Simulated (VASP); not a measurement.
Input of a VASP 6.6.1 run:

Contents of INCAR:

```
PREC = Accurate
ENCUT = 600
EDIFF = 1E-7
ISMEAR = -1
SIGMA = 0.05
LREAL = F
LASPH = T
NELM = 120
ALGO = Normal
ISIF = 3
LWAVE = F
LCHARG = F
ISPIN = 2
MAGMOM = 1
LORBIT = 11
LMAXMIX = 4
GGA = PE
IBRION = 2
NSW = 40
EDIFFG = -0.01
```

The input KPOINTS:

```
Automatic mesh
0
Gamma
  13 13 13
```

Contents of POSCAR:

```
Ni
1.0
    0.0000000000      1.7375729330      1.7375729330
    1.7375729330      0.0000000000      1.7375729330
    1.7375729330      1.7375729330      0.0000000000
Ni
1
Direct
    0.0000000000      0.0000000000      0.0000000000
```

Potentials or basis: VASP PAW PBE potentials, release 54 (Ni).

The run is started by

```bash
$ cat potpaw_PBE.54/Ni/POTCAR > POTCAR
$ mpirun -np 1 vasp_std > vasp.out
```

Q: What does it give for the space group after relaxing (to 0.05 Å)?

A: Fm-3m (No. 225).

Q: What does it give for the site moments?

A: Ni +0.64 μB.

Step by step:
```tsv
step	energy change (eV)	largest force (eV/Å)	pressure (GPa)	volume (Å³)
1	0.0000	0.0000	7.83	10.49
2	-0.0003	0.0000	-6.64	11.29
3	-0.0091	0.0000	-0.02	10.88
```
